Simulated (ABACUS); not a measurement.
A run of ABACUS 3.10.1:

INPUT

```
INPUT_PARAMETERS
suffix              Ge
calculation         scf
basis_type          pw
pseudo_dir          ./
symmetry            1
dft_functional      pbe
ecutwfc             79
pseudo_rcut         7
nspin               1
nbands              11
ks_solver           dav
smearing_method     fd
smearing_sigma      0.00367493
scf_thr             1e-08
scf_nmax            100
mixing_type         broyden
mixing_beta         0.7
cal_force           1
cal_stress          1
out_chg             1
out_pot             2
out_elf             1
```

The input STRU:

```
ATOMIC_SPECIES
Ge 72.6300 Ge.upf

LATTICE_CONSTANT
1.8897261246

LATTICE_VECTORS
-1.5889207328 1.6279192672 1.8504709829
1.6279192672 -1.5889207328 1.8504709829
1.5601674000 1.5601674000 -1.8169846000

ATOMIC_POSITIONS
Direct

Ge
0.0
1
0.5000000000 0.5000000000 0.0000000000 1 1 1
```

Contents of KPT:

```
K_POINTS
0
Gamma
8 8 8 0 0 0
```

Potentials or basis: PseudoDojo NC SR 0.4.1 PBE standard, plane waves.

Launch:

```console
$ OMP_NUM_THREADS=1 mpirun -np 4 abacus > log
```

Hardware: 4 MPI ranks on Intel(R) Xeon(R) 6975P-C (Granite Rapids), with other jobs on the host.

Task: Estimate the wall time of this run.

Result: It took 4.9 s on 4 MPI ranks on Intel(R) Xeon(R) 6975P-C (Granite Rapids), with other jobs on the host, peak memory 0.24 GiB a rank. Counts: scf iterations 6, k points 150, bands 11, ranks 4.
